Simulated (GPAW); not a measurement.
# NiO (Fm-3m) in GPAW: band structure with PBE

Aim: the band structure of NiO with PBE.

All numbers are computed with GPAW 26.7.0; they aren't measurements. Logs are shortened: lines on timing, memory, paths and dates and some standing lists are left out, and cuts for length are marked. The log counts tension as positive stress, the text compression.

**Experimental background.**

From “Local correlations, non-local screening, multiplets, and band formation in NiO”, 2012, arxiv:1210.6675, for a bulk crystal of NiO: band gap 4.3 eV.

How close the calculation comes is told below.

**1. The structure**

The structure is cubic, space group Fm-3m (No. 225). Conventional cell: a = 4.172 Å, b = 4.172 Å, c = 4.172 Å, α = 90.00°, β = 90.00°, γ = 90.00°. Ni (site symmetry m-3m) has 6 O at 2.09 Å as nearest neighbours. O (site symmetry m-3m) is surrounded by 6 Ni at 2.09 Å.

**2. Band structure, PBE, collinear spin, ferromagnetic start**

File run.py:

```python
from ase.dft.bandgap import bandgap
from ase.io import read, write
from ase.units import GPa
from gpaw import GPAW, PW

atoms = read('NiO.xyz')
atoms.set_initial_magnetic_moments([1.0, 0.0])

calc = GPAW(mode=PW(800),
            xc='PBE',
            kpts={'size': (8, 8, 8), 'gamma': True},
            occupations={'name': 'fermi-dirac', 'width': 0.05},
            setups={'Ni': '10'},
            nbands=-11,
            convergence={'density': 1e-05, 'energy': 1e-05},
            maxiter=150,
            txt='gpaw.txt')
atoms.calc = calc
energy = atoms.get_potential_energy()
forces = atoms.get_forces()
stress = atoms.get_stress()
calc.write('gs.gpw')
write('result.traj', atoms)
print(f'Energy: {energy:.6f} eV')
print('Forces (eV/A):')
print(forces.round(4))
print('Stress (GPa):', (stress / GPa).round(3))
print('Moments:', calc.get_magnetic_moments().round(3))
print('Fermi level:', round(calc.get_fermi_level(), 4), 'eV')
print(f'Gap: {bandgap(calc)[0]:.4f} eV, direct: {bandgap(calc, direct=True)[0]:.4f} eV')

path = atoms.cell.bandpath('GXWKGLUWLK,UX', npoints=60, eps=1e-4)
bs_calc = calc.fixed_density(kpts=path, symmetry='off', nbands=-18,
                             convergence={'bands': 'CBM+6.0', 'eigenstates': 1e-6}, txt='bands.txt')
bs = bs_calc.band_structure()
bs.write('bs.json')
print(f'Gap on the path: {bandgap(bs_calc)[0]:.4f} eV')
```

File NiO.xyz:

```xyz
2
Lattice="0.0000000000 2.0859016414 2.0859016414 2.0859016414 0.0000000000 2.0859016414 2.0859016414 2.0859016414 0.0000000000" Properties=species:S:1:pos:R:3 pbc="T T T"
Ni     0.0000000000      0.0000000000      0.0000000000
O      2.0859016414      2.0859016414      2.0859016414
```

Potentials or basis: GPAW PAW data sets (gpaw-data 1.2.1), other valence, pw.

Run with:

```bash
> OMP_NUM_THREADS=1 python run.py
```

gpaw.txt:

```text
__  _  _
 | _ |_)|_||  |
 |__||  | ||/\| - 26.7.0

Input parameters:
  mode=PW(ecut=800.0),
  convergence={'density': 1e-05, 'energy': 1e-05},
  kpts=MonkhorstPack(size=(8, 8, 8), gamma=True),
  maxiter=150,
  nbands=-11,
  occupations=Occupations(name='fermi-dirac', width=0.05),
  setups={'Ni': '10'},
  xc=XC(name='PBE')

Diagonalizing LCAO Hamiltonian
Converting LCAO to pw mode

              O

       Ni

Atoms  # Å, Bohr magnetons
|   | symbol |        x |        y |        z |    initial magnetic moments |
|---|--------|----------|----------|----------|-----------------------------|
| 0 |     Ni | 0.000000 | 0.000000 | 0.000000 | ( 0.0000,  0.0000,  1.0000) |
| 1 |      O | 2.085902 | 2.085902 | 2.085902 | ( 0.0000,  0.0000,  0.0000) |

Unit cell  # Å
| periodic |        x |        y |        z |  lengths |    angles |
|----------|----------|----------|----------|----------|-----------|
|      yes | 0.000000 | 2.085902 | 2.085902 | 2.949910 | 60.000000 |
|      yes | 2.085902 | 0.000000 | 2.085902 | 2.949910 | 60.000000 |
|      yes | 2.085902 | 2.085902 | 0.000000 | 2.949910 | 60.000000 |

Number of symmetries: 48
Symmetry operations  # r_c * U_cc + t_c -> r_c
|    | kind |            matrix            |
|----|------|------------------------------|
|  0 |  σ   |  1, 0, 0,  1, 0,-1,  1,-1, 0 |
|  1 |  C2  |  1, 0, 0,  1,-1, 0,  1, 0,-1 |
|  2 |  E   |  1, 0, 0,  0, 1, 0,  0, 0, 1 |
|  3 |  σ   |  1, 0, 0,  0, 0, 1,  0, 1, 0 |
|  4 |  C4  |  1, 0,-1,  1, 0, 0,  1,-1, 0 |
|  5 |  S6  |  1, 0,-1,  1,-1, 0,  1, 0, 0 |
|  6 |  σ   |  1, 0,-1,  0, 1,-1,  0, 0,-1 |
|  7 |  C3  |  1, 0,-1,  0, 0,-1,  0, 1,-1 |
|  8 |  S6  |  1,-1, 0,  1, 0, 0,  1, 0,-1 |
|  9 |  C4  |  1,-1, 0,  1, 0,-1,  1, 0, 0 |
| 10 |  C3  |  1,-1, 0,  0,-1, 1,  0,-1, 0 |
| 11 |  σ   |  1,-1, 0,  0,-1, 0,  0,-1, 1 |
| 12 |  σ   |  0, 1, 0,  1, 0, 0,  0, 0, 1 |
| 13 |  C4  |  0, 1, 0,  0, 1,-1, -1, 1, 0 |
| 14 |  C3  |  0, 1, 0,  0, 0, 1,  1, 0, 0 |
| 15 |  S6  |  0, 1, 0, -1, 1, 0,  0, 1,-1 |
| 16 |  C2  |  0, 1,-1,  1, 0,-1,  0, 0,-1 |
| 17 |  σ   |  0, 1,-1,  0, 1, 0, -1, 1, 0 |
| 18 |  S4  |  0, 1,-1,  0, 0,-1,  1, 0,-1 |
| 19 |  C4  |  0, 1,-1, -1, 1, 0,  0, 1, 0 |
| 20 |  C3  |  0, 0, 1,  1, 0, 0,  0, 1, 0 |
| 21 |  σ   |  0, 0, 1,  0, 1, 0,  1, 0, 0 |
| 22 |  S6  |  0, 0, 1,  0,-1, 1, -1, 0, 1 |
| 23 |  C4  |  0, 0, 1, -1, 0, 1,  0,-1, 1 |
| 24 |  S4  |  0, 0,-1,  1, 0,-1,  0, 1,-1 |
| 25 |  C3  |  0, 0,-1,  0, 1,-1,  1, 0,-1 |
| 26 |  C2  |  0, 0,-1,  0,-1, 0, -1, 0, 0 |
| 27 |  S6  |  0, 0,-1, -1, 0, 0,  0,-1, 0 |
| 28 |  S4  |  0,-1, 1,  1,-1, 0,  0,-1, 0 |
| 29 |  C4  |  0,-1, 1,  0, 0, 1, -1, 0, 1 |
| 30 |  C2  |  0,-1, 1,  0,-1, 0,  1,-1, 0 |
| 31 |  σ   |  0,-1, 1, -1, 0, 1,  0, 0, 1 |
| 32 |  C3  |  0,-1, 0,  1,-1, 0,  0,-1, 1 |
| 33 |  S6  |  0,-1, 0,  0, 0,-1, -1, 0, 0 |
| 34 |  S4  |  0,-1, 0,  0,-1, 1,  1,-1, 0 |
| 35 |  C2  |  0,-1, 0, -1, 0, 0,  0, 0,-1 |
| 36 |  C2  | -1, 1, 0,  0, 1, 0,  0, 1,-1 |
| 37 |  S6  | -1, 1, 0,  0, 1,-1,  0, 1, 0 |
| 38 |  S4  | -1, 1, 0, -1, 0, 1, -1, 0, 0 |
| 39 |  C3  | -1, 1, 0, -1, 0, 0, -1, 0, 1 |
| 40 |  S6  | -1, 0, 1,  0, 0, 1,  0,-1, 1 |
| 41 |  C2  | -1, 0, 1,  0,-1, 1,  0, 0, 1 |
| 42 |  C3  | -1, 0, 1, -1, 1, 0, -1, 0, 0 |
| 43 |  S4  | -1, 0, 1, -1, 0, 0, -1, 1, 0 |
| 44 |  C2  | -1, 0, 0,  0, 0,-1,  0,-1, 0 |
| 45 |  i   | -1, 0, 0,  0,-1, 0,  0, 0,-1 |
| 46 |  σ   | -1, 0, 0, -1, 1, 0, -1, 0, 1 |
| 47 |  C2  | -1, 0, 0, -1, 0, 1, -1, 1, 0 |

BZ-sampling:
  Number of BZ points: 512
  Number of IBZ points: 29

  Monkhorst-Pack size: [8, 8, 8]
  Monkhorst-Pack shift: [0.0625, 0.0625, 0.0625]

K-points  # in reciprocal-cell coordinates
|     |                                coordinates |     weight |
|-----|--------------------------------------------|------------|
|   0 | (  0.00000000,   0.00000000,   0.00000000) | 0.00195312 |
|   1 | (  0.12500000,   0.12500000,   0.00000000) | 0.01171875 |
|   2 | (  0.12500000,   0.12500000,   0.12500000) | 0.01562500 |
|   3 | (  0.25000000,   0.12500000,   0.12500000) | 0.02343750 |
|   4 | (  0.25000000,   0.25000000,   0.00000000) | 0.01171875 |
|   5 | (  0.25000000,   0.25000000,   0.12500000) | 0.04687500 |
|   6 | (  0.25000000,   0.25000000,   0.25000000) | 0.01562500 |
|   7 | (  0.37500000,   0.25000000,  -0.37500000) | 0.04687500 |
|   8 | (  0.37500000,   0.25000000,   0.12500000) | 0.04687500 |
|   9 | (  0.37500000,   0.25000000,   0.25000000) | 0.04687500 |
| ... |                                            |            |
|  28 | (  0.50000000,   0.50000000,   0.50000000) | 0.00781250 |

Plane wave coefficients: 950
Cutoff: 800.0 eV

Spin-components: 2 (collinear spins)
Bands:           19
Projectors:      11
Spin-degeneracy: 1
Datatype:        complex128

Parallelization:
  kpt:    1
  domain: 1
  band:   1

Density:
  Valence electrons: 16.0
  Components: 2
  Grid points: [20 20 20]
  Charge: 0.0  # |e|

Potential:
  Grid points: [20 20 20]

species:
  Ni:
    name:    Nickel
    Z:       28.0
    valence: 10
    core:    18
    charge:  0.0  # [|e|]
    compensation charges:
      type: gauss
      rc: 0.30  # [Å]
      lmax: 2
    cutoffs:
      filter: 1.77  # [Å]
      core: 2.43  # [Å]
    projectors
    | kind |    occ | energy [eV] | rcut [Å] |
    |------|--------|-------------|----------|
    |   4s |  2.000 |      -5.641 |    0.953 |
    |   4p |  0.000 |      -1.226 |    1.005 |
    |   3d |  8.000 |      -8.875 |    0.953 |
    |    s |        |      21.570 |    0.953 |
    |    p |        |      25.986 |    1.005 |
    |    d |        |      18.337 |    0.953 |

    Using partial waves for Ni as LCAO basis

  O:
    name:    Oxygen
    Z:       8.0
    valence: 6
    core:    2
    charge:  0.0  # [|e|]
    compensation charges:
      type: gauss
      rc: 0.21  # [Å]
      lmax: 2
    cutoffs:
      filter: 1.17  # [Å]
      core: 0.83  # [Å]
    projectors
    | kind |    occ | energy [eV] | rcut [Å] |
    |------|--------|-------------|----------|
    |   2s |  2.000 |     -23.961 |    0.688 |
    |   2p |  4.000 |      -9.029 |    0.598 |
    |    s |        |       3.251 |    0.688 |
    |    p |        |      18.182 |    0.598 |
    |    d |        |       0.000 |    0.619 |

    Using partial waves for O as LCAO basis

Reference energy: -43408.850746  # eV

eigensolver:
  PPCG
  Converge bands: occupied
  niter=2

density mixing:
  MSR1-Mixer
  Pratt-step length: 0.05
  Maximum mixing coefficient: 0.75
  Old densities: 10
  SVD Regularization: 0.005
  Good broyden scale: 1.0
  Trust region scale: 1.0
  Backstep threshold: 4.0
  History deletion threshold: 6.0
  Fourier metric: weight=20.0, sigma=0.015

occupation numbers:
  Fermi-Dirac:
    width: 0.0500  # eV

poisson solver:
  ecut: 6400.0  # eV

xc functional:
  name: PBE with 2 nearest neighbor stencil

convergence criteria:
- Maximum integral of absolute [dens]ity change: 1e-05 electrons / valence electron
- Maximum [total energy] change in last 3 cyles: 1e-05 eV / valence electron
- Maximum integral of absolute [eigenst]ate change: 4e-08 eV^2 / valence electron
maximum number of iterations: 150

SCF iterations
|iter     | |      energy | eigst |  dens |  magmom |
|---------|-|-------------|-------|-------|---------|
|iter:   1| |  -13.674522 | -0.05 |       |  +1.0007|
|iter:   2| |  -13.576515 | -2.27 | -1.00 |  +0.9930|
|iter:   3| |  -13.365041 | -1.72 | -1.03 |  +0.8724|
|iter:   4| |  -13.368052 | -2.26 | -1.50 |  +0.8700|
|iter:   5| |  -13.348596 | -2.98 | -1.61 |  +0.8567|
|iter:   6| |  -13.358723 | -3.73 | -1.96 |  +0.8796|
|iter:   7| |  -13.360668 | -5.27 | -2.13 |  +0.9057|
|iter:   8| |  -13.365443 | -1.70 | -2.12 |  +2.2366|
|iter:   9| |  -13.392574 | -2.14 | -1.62 |  +1.4142|
|iter:  10| |  -13.361457 | -2.40 | -2.00 |  +0.8876|
|iter:  11| |  -13.333230 | -2.73 | -2.10 |  +0.5065|
[... 4 lines left out ...]
|iter:  16| |  -13.412993 | -2.66 | -1.98 |  +1.7858|
|iter:  17| |  -13.403527 | -2.96 | -2.43 |  +1.5611|
|iter:  18| |  -13.386649 | -3.07 | -2.08 |  +1.3419|
|iter:  19| |  -13.399101 | -3.53 | -2.08 |  +1.4903|
|iter:  20| |  -13.411668 | -3.20 | -1.98 |  +1.6938|
|iter:  21| |  -13.408157 | -4.38 | -2.15 |  +1.6361|
|iter:  22| |  -13.401215 | -4.08 | -2.13 |  +1.5530|
|iter:  23| |  -13.413004 | -3.13 | -2.22 |  +1.7784|
|iter:  24| |  -13.413709 | -4.28 | -3.00 |  +1.8265|
|iter:  25| |  -13.413551 | -5.05 | -2.95 |  +1.8024|
|iter:  26| |  -13.413571c| -7.00 | -3.98 |  +1.8039|
|iter:  27| |  -13.413573c| -7.87c| -4.88 |  +1.8041|
|iter:  28| |  -13.413572c| -8.39c| -5.38c|  +1.8040|

Converged in 28 steps
Energy contributions relative to reference atoms: (reference = -43408.850746)

Energy contributions:
  Kinetic:          30.846407
  Coulomb:         -26.345861
  Zero:             -0.112617
  External:          0.000000
  Xc:              -17.797758
  Entropy:          -0.007487
  Spinorbit:         0.000000
  ----------------------------
  Free energy:     -13.417316
  Extrapolated:    -13.413572

dipole moment: (-11.944712, -11.944712, -11.944712)  # |e|*Ang

Total magnetic moment: (0.000000, 0.000000, 1.804001)

Local magnetic moments
|        x |        y |        z |
|----------|----------|----------|
| 0.000000 | 0.000000 | 1.458468 |  # Ni   0
| 0.000000 | 0.000000 | 0.218173 |  # O    1

Fermi level: 9.193
Eigenvalues  # (at kpt = [0.000, 0.000, 0.000])
| band index |      eig [eV] | occ [0-1] |      eig [eV] | occ [0-1] |
|------------|---------------|-----------|---------------|-----------|
|          0 |       -11.296 |     1.000 |       -10.850 |     1.000 |
|          1 |         5.970 |     1.000 |         6.609 |     1.000 |
|          2 |         5.970 |     1.000 |         6.609 |     1.000 |
|          3 |         6.088 |     1.000 |         6.609 |     1.000 |
|          4 |         6.088 |     1.000 |         7.307 |     1.000 |
|          5 |         6.088 |     1.000 |         7.307 |     1.000 |
[... 9 lines left out ...]
|         15 |        27.945 |     0.000 |        28.287 |     0.000 |
|         16 |        27.945 |     0.000 |        28.287 |     0.000 |
|        ... |               |           |               |           |
|         18 |        31.379 |     0.000 |        31.853 |     0.000 |

No gap
No difference between direct/indirect transitions

Forces  # eV/Ang
|        x |        y |        z |
|----------|----------|----------|
| -0.00000 |  0.00000 |  0.00000 |  # Ni   0
| -0.00000 | -0.00000 | -0.00000 |  # O    1

Stress tensor  # eV/Ang^3
|         x |         y |         z |
|-----------|-----------|-----------|
| -0.042120 |  0.000000 | -0.000000 |
|  0.000000 | -0.042120 | -0.000000 |
| -0.000000 | -0.000000 | -0.042120 |

# Writing to gs.gpw (mode='')
```

It took 34 s on 1 thread of Intel Xeon 6975P-C (Granite Rapids), shared host; peak memory 0.24 GiB.

What came out:

* Free energy: -13.4173 eV
* Pressure: 6.7 GPa
* Band gap along the path: none (metal or under the smearing width)
* Net moment: 1.80 μB per cell
* Site moments: Ni +1.46; O +0.22 μB

Levels at the corners of the path, in eV from the Fermi level:
Spin up:
```
point  band 5  band 6  band 7  band 8  band 9  band 10
    Γ   -3.10   -3.10   -2.72   -2.72   -2.72     1.41
    X   -3.62   -2.88   -2.31   -1.69   -1.69     5.98
    W   -2.45   -1.96   -1.96   -1.69   -1.32     8.35
    K   -2.68   -1.92   -1.82   -1.58   -1.24     7.64
    Γ   -3.10   -3.10   -2.72   -2.72   -2.72     1.41
    L   -2.01   -2.01   -1.47    0.24    0.24     5.45
    U   -2.68   -1.92   -1.82   -1.58   -1.24     7.64
    W   -2.45   -1.96   -1.96   -1.69   -1.32     8.35
    L   -2.01   -2.01   -1.47    0.24    0.24     5.45
    K   -2.68   -1.92   -1.82   -1.58   -1.24     7.64
    U   -2.68   -1.92   -1.82   -1.58   -1.24     7.64
    X   -3.62   -2.88   -2.31   -1.69   -1.69     5.98
```
Spin down:
```tsv
point	band 3	band 4	band 5	band 6	band 7	band 8	band 9	band 10
Γ	-2.58	-2.58	-1.89	-1.89	-1.89	-0.60	-0.60	1.77
X	-3.96	-3.96	-2.89	-0.76	-0.76	-0.15	0.40	6.45
W	-5.91	-5.28	-1.11	-1.11	-0.76	0.27	1.01	8.91
K	-5.95	-4.51	-1.69	-0.90	-0.68	0.53	1.03	8.10
Γ	-2.58	-2.58	-1.89	-1.89	-1.89	-0.60	-0.60	1.77
L	-4.91	-4.91	-0.97	-0.97	-0.59	2.26	2.26	5.62
U	-5.95	-4.51	-1.69	-0.90	-0.68	0.53	1.03	8.10
W	-5.91	-5.28	-1.11	-1.11	-0.76	0.27	1.01	8.91
L	-4.91	-4.91	-0.97	-0.97	-0.59	2.26	2.26	5.62
K	-5.95	-4.51	-1.69	-0.90	-0.68	0.53	1.03	8.10
U	-5.95	-4.51	-1.69	-0.90	-0.68	0.53	1.03	8.10
X	-3.96	-3.96	-2.89	-0.76	-0.76	-0.15	0.40	6.45
```

Caveat: a cell with one magnetic atom can't hold antiferromagnetic order, which such compounds often take; semilocal functionals often make such compounds metallic where correlation or magnetic order opens a gap, which also shifts bond lengths.

**3. How close it comes**

Step 2. A measured gap of NiO is 4.3 eV (quoted in “Local correlations, non-local screening, multiplets, and band formation in NiO”, 2012, arxiv:1210.6675); the calculated 0.00 eV misses it by -4.30 eV. So large a miss can be the level of theory's own, or it may mean another phase, state or a wrong row. The value is that of PBE, without temperature or zero-point motion. Semilocal functionals fall short of measured gaps as a rule. The run's magnetic order (collinear spin, ferromagnetic start) needn't be the measured crystal's.
